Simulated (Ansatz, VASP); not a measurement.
AlN in VASP and in Ansatz

Contents of INCAR:

```
SYSTEM = AlN
ALGO     = Normal         ! electronic algorithm
EDIFF    = 1E-6           ! SCF threshold, eV
ENCUT    = 520            ! plane-wave cutoff, eV
GGA      = PE             ! functional
ISIF     = 2              ! what is computed and relaxed
ISMEAR   = 0              ! smearing method
LASPH    = .TRUE.         ! aspherical terms in the spheres
LCHARG   = .TRUE.         ! write CHGCAR
LELF     = .TRUE.         ! ELF
LREAL    = .FALSE.        ! projectors in reciprocal space
LVHAR    = .TRUE.       
LWAVE    = .FALSE.        ! write WAVECAR
NBANDS   = 16             ! bands
NELM     = 100            ! most SCF steps
PREC     = Accurate       ! precision mode
SIGMA    = 0.05           ! smearing width, eV
```

The input KPOINTS:

```
k-points
0
G
  9 9 6
  0 0 0
```

POSCAR

```
AlN
1.0
    3.3870686696      0.0000000000      0.0000000000
   -1.6935343348      2.9332875122      0.0000000000
    0.0000000000      0.0000000000      4.1677879979
Al N
2 2
Direct
    0.3333333333      0.6666666667      0.7500000000
    0.6666666667      0.3333333333      0.2500000000
    0.3333333333      0.6666666667      0.2500000000
    0.6666666667      0.3333333333      0.7500000000
```

Input for Ansatz:

```yaml
crystal:
  lattice:
    - [3.3870686696, 0.0, 0.0]
    - [-1.6935343348, 2.9332875122, 0.0]
    - [0.0, 0.0, 4.1677879979]
  atoms:
    - { symbol: Al, position: [0.3333333333, 0.6666666667, 0.75] }
    - { symbol: Al, position: [0.6666666667, 0.3333333333, 0.25] }
    - { symbol: "N", position: [0.3333333333, 0.6666666667, 0.25] }
    - { symbol: "N", position: [0.6666666667, 0.3333333333, 0.75] }
basis:
  ecutwfc: 520.0
kpoints:
  mp_grid: { grid: [9, 9, 6] }
hamiltonian:
  xc: pbe
  pseudopotentials: { kind: paw, azcp: { folder: soft_1 } }
scf:
  occupations: { method: gaussian, width: 0.05 }
output:
  forces: true
  stress: true
  eigenvalues: true
```

Alike in both runs: task single point; functional PBE; k mesh 9 × 9 × 6; occupations gaussian, width 0.05 eV; no spin polarisation.

|  | VASP | Ansatz |
| --- | --- | --- |
| version | VASP 6.6.1 | Ansatz 0.2.0 |
| potentials or method | VASP PAW PBE potentials, release 64 (Al, N) | scalar-relativistic, plane waves, PAW |
| plane-wave cutoff (eV) | 520 | 520 |
| valence electrons in the cell | 16 | 16 |

|  | VASP | Ansatz | Ansatz less VASP |
| --- | --- | --- | --- |
| gap on the k mesh at the Fermi level (eV) | 3.06 | 3.05 | -0.007 |
| least direct gap on the mesh (eV) | 3.06 | 3.05 | -0.007 |
| pressure (GPa) | -8.1 | -8.0 | +0.14 |
| largest component of the traceless stress (GPa) | 3.56 | 3.45 | -0.103 |

The functional is the same, so the differences come from potentials, cutoffs and numerics.
